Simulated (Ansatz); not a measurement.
LDA, PBE, PBEsol and r²SCAN on In

```yaml
crystal:
  lattice:
    - [-1.62615, 1.62615, 2.47395]
    - [1.62615, -1.62615, 2.47395]
    - [1.62615, 1.62615, -2.47395]
  atoms:
    - { symbol: In, position: [0.00000, 0.00000, 0.00000] }
```

The cell is COD entry 9017523, as deposited and not checked against the literature; nothing was relaxed.

No spin–orbit coupling, which matters for the heavy atoms here.

One fixed cell is solved with several functionals by PAW (frozen-core files) in Ansatz 0.2.0, scalar-relativistically. A positive pressure means that the functional wants a larger cell.

The PAW files were made with PBE; their cores are remade for each functional.

Numerical set-up: a Γ-centred 12×12×14 k mesh, Fermi–Dirac smearing of 0.05 eV, cutoff 420 eV, no spin polarisation; this mesh doesn't keep the crystal's whole symmetry, which leaves small spurious terms.

Cutoffs: PBE 420 eV, LDA 420 eV, PBEsol 420 eV, r²SCAN 500 eV.

Problem. One of the runs gave P (GPa) = 2.04, lowest level at Γ above −25 eV, from the valence-band top or, without a gap, the Fermi level (eV) = -14.70. Which setting was it?
A. PBE
B. PBEsol
C. LDA
D. r²SCAN

Solution. A. The full set:
```csv
setting,P (GPa),"lowest level at Γ above −25 eV, from the valence-band top or, without a gap, the Fermi level (eV)"
PBE,2.04,-14.70
LDA,-2.55,-14.57
PBEsol,-0.92,-14.60
r²SCAN,0.24,-15.34
```
